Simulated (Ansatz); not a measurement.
# HfTe4Br6: a short molecular-dynamics run

What does HfTe4Br6 do over 60 steps of 0.5 fs at constant energy, with velocities drawn for 1200 K? The cell is a randomly packed cell of 11 atoms, taken as it stands, without a relaxation.

Program: Ansatz 0.2.0. Level of theory: DFT PBE, plane waves, PAW, scalar-relativistic, no spin polarisation. These are calculated values, not measurements.

The cell holds 11 atoms (Br6HfTe4): a = 8.499 Å, b = 6.010 Å, c = 7.792 Å, α = 89.73°, β = 93.66°, γ = 93.71°.

Structure file:

```xyz
11
Lattice="8.4412 -0.4392 -0.8912 -0.1768 5.9402 -0.8956 0.3744 1.2079 7.6889" Properties=species:S:1:pos:R:3 pbc="T T T"
Br    7.9547    5.3460    4.9977
Br    7.3704    3.9394    0.5524
Hf    1.1211    3.0290    7.2627
Br    4.4250    2.8291    0.2216
Br    1.9665    3.3217    2.5627
Br    7.5963    2.6319    3.4125
Br    2.2096    4.9977   -0.0654
Te    5.3771   -0.2295   -0.2634
Te    4.1923    2.6394    4.8761
Te    1.3573    6.4603    3.2786
Te    5.2146    5.4598    3.2112
```

The structure above is the start of the run; the results belong to its end.

| quantity | value |
| --- | --- |
| length | 60 steps of 0.5 fs |
| temperature, first and last step | 1200 and 1420 K |
| temperature, second half | mean 1297 K, from 1205 to 1420 K |
| potential energy, second half | -11 meV/atom from the start |
| largest change of the total energy | 0.00 meV/atom |
| mean square displacement, second half | Br 0.018, Te 0.012, Hf 0.004 Å² |

What this shows: The temperature starts at 1200 K and averages 1297 K in the second half, where it still rises, from 1205 to 1420 K; the start was no minimum (force components up to 1.2 eV/Å), and the potential energy that it sheds (11 meV/atom) turns into motion. The total energy strays from its start by at most 0.00 meV/atom, under 0.1 % of the mean kinetic energy, which is good for a step of 0.5 fs. Over the second half Br atoms stand 0.1 Å (root mean square) from where they began, and the farthest move is 0.3 Å. 30 fs on 11 atoms is far too short and small for converged averages.

**Question.** Which input and command would start the first run of this session?

A: The one that was run. It is one of several that fit.

The input, input.yaml:

```yaml
crystal:
  lattice:
    - [8.44118, -0.439215, -0.891165]
    - [-0.176785, 5.940237, -0.895576]
    - [0.374385, 1.207879, 7.688921]
  atoms:
    - { symbol: Br, position: [0.921355, 0.795362, 0.849412] }
    - { symbol: Br, position: [0.876135, 0.676671, 0.252202] }
    - { symbol: Hf, position: [0.095399, 0.315185, 0.992335] }
    - { symbol: Br, position: [0.527889, 0.48549, 0.146549] }
    - { symbol: Br, position: [0.224781, 0.491112, 0.416549] }
    - { symbol: Br, position: [0.88182, 0.388041, 0.591227] }
    - { symbol: Br, position: [0.27394, 0.83704, 0.12074] }
    - { symbol: Te, position: [0.635263, 0.000318, 0.039411] }
    - { symbol: Te, position: [0.471328, 0.33127, 0.727391] }
    - { symbol: Te, position: [0.15662, 0.985394, 0.559338] }
    - { symbol: Te, position: [0.60943, 0.844886, 0.586684] }
kpoints:
  mp_grid: { grid: [2, 3, 2] }
magnetization:
  spin_polarized: false
scf:
  occupations: { method: fermi_dirac, width: 0.1 }
hamiltonian:
  pseudopotentials: { kind: paw }
  xc: pbe
basis:
  ecutwfc: 420
md:
  timestep: 0.5
  n_steps: 60
  ensemble: nve
  temperature: 1200.0
  initial_velocities: maxwell_boltzmann
  seed: 504416
```

On the command line:

```sh
ansatz run input.yaml --threads 2 --pin off --max-ram 2560MiB --backend cpu --events-out ev --progress --plain --runs-dir out
```
